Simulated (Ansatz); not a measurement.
Take Sb₂Te₃ in the Bi2Te3 type structure (space group R-3m, No. 166; a = 4.2871 Å, c = 30.9297 Å (hexagonal axes)) as the base. Axes: x lies along a and z along c of the hexagonal cell.

The values are results of r2SCAN+rVV10, PAW, 500 eV (Ansatz, a program for electronic structure; no spin-orbit coupling), earlier PAW set, not measurements.

Strains are applied to the cell and any free atomic positions relax; under biaxial strain the out-of-plane vector relaxes too.

One change was made to it. Results:

| quantity | base | after |
|---|---|---|
| pressure (mean of the normal stresses, compression positive) | 0.00 GPa | 2.15 GPa |
| energy relative to the base (free energy F) | 0 meV/atom | +11 meV/atom |

### Question
What was done to the base?
A. isotropic strain −1.77 %
B. isotropic strain −4.25 %
C. biaxial strain −0.36 %, plane normal [001], relaxed out of plane
D. uniaxial strain ε_zz = −0.71 %

### Answer
A, isotropic strain −1.77 %. For comparison, the energy relative to the base in the other runs: biaxial strain −0.36 %, plane normal [001], relaxed out of plane gives +0.2 meV/atom; isotropic strain −4.25 % gives +70 meV/atom; uniaxial strain ε_zz = −0.71 % gives +0.2 meV/atom.

A case with no gap was solved on a k-mesh chosen for an insulator, which is coarse for it. Whether these cells are dynamically stable was not tested. The final runs are not spin-polarised.
